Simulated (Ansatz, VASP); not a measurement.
Mo: VASP beside Ansatz

The input INCAR:

```
SYSTEM = Mo
PREC     = Accurate       ! precision mode
ENCUT    = 520            ! plane-wave cutoff, eV
EDIFF    = 1E-6           ! SCF threshold, eV
ISMEAR   = 0              ! smearing method
SIGMA    = 0.05           ! smearing width, eV
LREAL    = .False.        ! projectors in reciprocal space
LASPH    = .True.         ! aspherical terms in the spheres
NELM     = 60             ! most SCF steps
ALGO     = Normal         ! electronic algorithm
ISIF     = 2              ! what is computed and relaxed
LWAVE    = .False.        ! write WAVECAR
LCHARG   = .False.        ! write CHGCAR
GGA      = PE             ! functional
NBANDS   = 13             ! bands
```

Contents of KPOINTS:

```
Automatic mesh
0
Gamma
  14 14 14
  0 0 0
```

File POSCAR:

```
Mo
1.0
    0.0000000000      2.0545198372      2.0545198372
    2.0545198372      0.0000000000      2.0545198372
    2.0545198372      2.0545198372      0.0000000000
Mo
1
Direct
    0.0000000000      0.0000000000      0.0000000000
```

Input for Ansatz:

```yaml
crystal:
  lattice:
    - [0.0, 2.0545198372, 2.0545198372]
    - [2.0545198372, 0.0, 2.0545198372]
    - [2.0545198372, 2.0545198372, 0.0]
  atoms:
    - { symbol: Mo, position: [0.0, 0.0, 0.0] }
basis:
  ecutwfc: 500
  fft_grid_basis: typed
kpoints:
  mp_grid: { grid: [14, 14, 14] }
hamiltonian:
  xc: pbe
scf:
  occupations: { method: gaussian, width: 0.05 }
output:
  forces: true
  stress: true
  eigenvalues: true
  bader: true
  write_density: true
  volumetric_format: npy
  elf: true
```

This isn't the form of Mo at room conditions, which is bcc.

Alike in both runs: task single point; functional PBE; k mesh 14 × 14 × 14; occupations gaussian, width 0.05 eV; no spin polarisation.

|  | VASP | Ansatz |
| --- | --- | --- |
| version | VASP 6.6.1 | Ansatz 0.2.0 |
| potentials or method | VASP PAW PBE potentials, release 64 (Mo_sv) | scalar-relativistic, plane waves, PAW |
| plane-wave cutoff (eV) | 520 | 500 |
| valence electrons in the cell | 14 | 14 |

Ansatz gave:

```
gap on the k mesh at the Fermi level (eV) : none
pressure (GPa)                            : -16.1
```

Question: Which values does VASP return?

Answer: gap on the k mesh at the Fermi level (eV): none; pressure (GPa): -15.8.

A gap of «none» marks a metal or a gap that the smearing closes. The functional is the same, so the differences come from potentials, cutoffs and numerics.

Caveats: so large a pressure means that the cell lies far from this level's equilibrium, or that cutoff or potentials fall short (VASP).
